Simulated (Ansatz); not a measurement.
Free-standing chains of the atoms of Ti, named by their start (strip: triangular double chain, ladder: square double chain); atoms and period are relaxed, and energies count from relaxed bulk Ti (P6_3/mmc, 17.39 Å³/atom, gap on the mesh 0.00 eV).

Theory: DFT PBE, scalar-relativistic, plane waves, PAW (Ansatz).

Cutoff 420 eV; k points 1×1×25 on the computed 1-atom cell (Γ-centred); Gaussian smearing, width 0.05 eV; collinear spin from starting moments 1.5 μB.

Start (linear chain):

```
Ti
1.0
     9.00000    0.00000    0.00000
     0.00000    9.30000    0.00000
     0.00000    0.00000    2.59054
Ti
1
Direct
  0.50000 0.50000 0.00000
```

Question: What does the relaxation give?

Answer: The free energy falls by 3 meV/atom.

```
excess energy (eV per host atom)                      : 3.742
period (Å)                                            : 2.629
gap on the mesh (eV)                                  : 0
highest filled level or Fermi level under vacuum (eV) : 3.53
size of the moment (μB per cell)                      : 2.96
```

Relaxed structure:
```yaml
crystal:
  lattice:
    - [9.00000, 0.00000, 0.00000]
    - [0.00000, 9.30000, 0.00000]
    - [0.00000, 0.00000, 2.62861]
  atoms:
    - { symbol: Ti, position: [0.50000, 0.50000, 0.00000] }
```

Each run keeps its start's symmetry and one magnetic start, so lower states can exist.

It took 12 s on 2 threads of Arm Neoverse V2 (shared host), peak memory 0.44 GiB.